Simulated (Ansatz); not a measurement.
# SnSe2: the cost of one run

Program: Ansatz 0.2.0. Level of theory: DFT PBEsol, scalar-relativistic, plane waves, PAW. These are calculated values, not measurements.

The COD entry's cell or inner coordinates are ideal or old and differ from later refinements, so a difference from it is no clean test against experiment.

### Step 1. The starting structure

The structure is trigonal, space group P-3m1 (No. 164). Conventional cell: a = 3.811 Å, b = 3.811 Å, c = 6.137 Å, α = 90.00°, β = 90.00°, γ = 120.00°. Sn (site symmetry -3m) has 6 Se at 2.68 Å as nearest neighbours. Around Se (site symmetry 3m) lie 3 Sn at 2.68 Å.

Coordinates:

```xyz
3
Lattice="3.8110 0.0000 0.0000 -1.9055 3.3004 0.0000 0.0000 0.0000 6.1370" Properties=species:S:1:pos:R:3 pbc="T T T"
Sn    0.0000    0.0000    0.0000
Se    0.0000    2.2003    1.5342
Se    1.9055    1.1001    4.6027
```

The structure comes from the Crystallography Open Database.

(A quick probe on a coarse mesh, which set the mesh and smearing, is not shown.)

### Step 3. Full relaxation

File input.yaml:

```yaml
crystal:
  lattice:
    - [3.8109987816, 0.0, 0.0]
    - [-1.9054993908, 3.3004217586, 0.0]
    - [0.0, 0.0, 6.137]
  atoms:
    - { symbol: Sn, position: [0.0, 0.0, 0.0] }
    - { symbol: Se, position: [0.3333333333, 0.6666666667, 0.25] }
    - { symbol: Se, position: [0.6666666667, 0.3333333333, 0.75] }
basis:
  ecutwfc: 420
kpoints:
  mp_grid: { grid: [12, 12, 6] }
hamiltonian:
  xc: pbesol
scf:
  occupations: { method: gaussian, width: 0.02 }
output:
  forces: true
  stress: true
  eigenvalues: true
relax:
  adjacent_minimum: "off"
  f_tol: 0.005
  max_steps: 80
  cell: { stress_tol: 0.05 }
```

Started as:

```
$ ansatz run input.yaml --threads 2 --pin off --max-ram 5120MiB --backend cpu --events-out ev --progress --plain --runs-dir out
```

Q: Estimate wall time and peak memory on 2 threads of Intel Xeon 6975P-C (Granite Rapids), shared host.

About 23 s, with a peak of 0.55 GiB.
